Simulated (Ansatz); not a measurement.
# SiC: the cost of one run

Computed with Ansatz 0.2.0 (DFT PBEsol, scalar-relativistic, plane waves, PAW, unless a step's input says otherwise).

That is the level of the relaxation; later steps name their own.

1 further run of the same task is left out (set aside as unsound or not needed).

## 1. The system as given

It takes space group P6_3mc (No. 186, hexagonal). The conventional cell has a = 3.078 Å, b = 3.078 Å, c = 10.076 Å, α = 90.00°, β = 90.00°, γ = 120.00°. Around Si (site symmetry 3m) lie 4 C at 1.89 Å. Si (site symmetry 3m) is surrounded by 4 C at 1.88 to 1.89 Å. C (site symmetry 3m) is surrounded by 4 Si at 1.88 to 1.89 Å. C (site symmetry 3m) is surrounded by 4 Si at 1.89 Å.

Coordinates:

```
Si C
1.0
     3.07804    0.00000    0.00000
    -1.53902    2.66566    0.00000
     0.00000    0.00000   10.07570
Si C
4 4
Direct
  0.66667 0.33333 0.93783
  0.33333 0.66667 0.43783
  0.00000 0.00000 0.68790
  0.00000 0.00000 0.18790
  0.66667 0.33333 0.74982
  0.33333 0.66667 0.24982
  0.00000 0.00000 0.50045
  0.00000 0.00000 0.00045
```

It goes back to an entry of the Materials Project.

It is the result of an earlier relaxation at this level (volume 10.33 Å³/atom; gap on the mesh: 2.12 eV).

## 2. Band edges over the whole zone

Input file input.yaml:

```yaml
crystal:
  lattice:
    - [3.0780369139, 0.0, 0.0]
    - [-1.5390184569, 2.6656581612, 0.0]
    - [0.0, 0.0, 10.0756977036]
  atoms:
    - { symbol: Si, position: [0.6666666667, 0.3333333333, 0.9378298151] }
    - { symbol: Si, position: [0.3333333333, 0.6666666667, 0.4378298151] }
    - { symbol: Si, position: [0.0, 0.0, 0.6878977744] }
    - { symbol: Si, position: [0.0, 0.0, 0.1878977744] }
    - { symbol: C, position: [0.6666666667, 0.3333333333, 0.7498180129] }
    - { symbol: C, position: [0.3333333333, 0.6666666667, 0.2498180129] }
    - { symbol: C, position: [0.0, 0.0, 0.5004533977] }
    - { symbol: C, position: [0.0, 0.0, 0.0004533977] }
basis:
  ecutwfc: 420
kpoints:
  mp_grid: { grid: [12, 12, 4] }
  band_path: { path: [VBM, CBM], npoints: 2 }
hamiltonian:
  xc: pbesol
scf:
  occupations: { method: gaussian, width: 0.02 }
output:
  forces: true
  stress: true
  eigenvalues: true
```

Launch:

```bash
$ ansatz run input.yaml --threads 2 --pin off --max-ram 5120MiB --backend cpu --events-out ev --progress --plain --runs-dir out
```

Q: Estimate wall time and peak memory on 2 threads of Arm Neoverse V2, shared host.

About 11 s, with a peak of 0.37 GiB.
